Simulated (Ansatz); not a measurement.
# ZnS: the cell at several levels of theory

An exercise on one series of results from a longer session: the logs are not shown, and one member is left open.

The COD entry's cell or inner coordinates are ideal or old and differ from later refinements, so a difference from it is no clean test against experiment.

Program: Ansatz 0.2.0. PAW datasets, plane waves, zero pressure. (Simulation; spin polarisation is off.)

**The cell**

The symmetry is F-43m (No. 216, cubic); a = 5.404 Å in the conventional setting, 19.73 Å³ an atom. Near Zn stand 4 S at 2.34 Å; near S stand 4 Zn at 2.34 Å.

The structure in full:

```xyz
2
Lattice="0.0000 2.7020 2.7020 2.7020 0.0000 2.7020 2.7020 2.7020 0.0000" Properties=species:S:1:pos:R:3 pbc="T T T"
Zn    1.3510    1.3510    1.3510
S     0.0000    0.0000    0.0000
```

The first run:

input.yaml reads:

```yaml
crystal:
  lattice:
    - [0.0, 2.702, 2.702]
    - [2.702, 0.0, 2.702]
    - [2.702, 2.702, 0.0]
  atoms:
    - { symbol: Zn, position: [0.25, 0.25, 0.25] }
    - { symbol: S, position: [0.0, 0.0, 0.0] }
kpoints:
  mp_grid: { grid: [8, 8, 8] }
hamiltonian:
  xc: pbe
scf:
  occupations: { method: fermi_dirac, width: 0.02 }
relax:
  f_tol: 0.005
  cell: {}
```

The run is started by

```sh
> ansatz run input.yaml --threads 2 --pin off --max-ram 4608MiB --backend cpu --events-out ev --progress --plain --runs-dir out
```

Steps of the session up to this table: Relaxation with PBE; r2SCAN: cell and atoms; PBEsol: cell and atoms; LDA: cell and atoms; HSE06: cell and atoms.

One table of the session follows, with a row left open; its other results are not shown here.

| level | a (Å) | volume (Å³/atom) |
| --- | --- | --- |
| PBE | 5.443 | 20.157 |
| r2SCAN | ? | ? |
| PBEsol | 5.357 | 19.213 |
| LDA | 5.297 | 18.575 |
| HSE06 | 5.425 | 19.958 |

Estimate the missing values for r2SCAN.

As computed: a (Å): 5.388; volume (Å³/atom): 19.554. In the column «a (Å)» it lies between PBEsol (5.357) and HSE06 (5.425).

The first relaxation changed the volume by +2.2 % from the start. The volume runs from LDA (least) to PBE (most), a spread of 8.5 %, or 2.8 % in length if all axes shared it alike. The meshes differ: PBE 8×8×8, r2SCAN 8×8×8, PBEsol 8×8×8, LDA 8×8×8, HSE06 6×6×6.
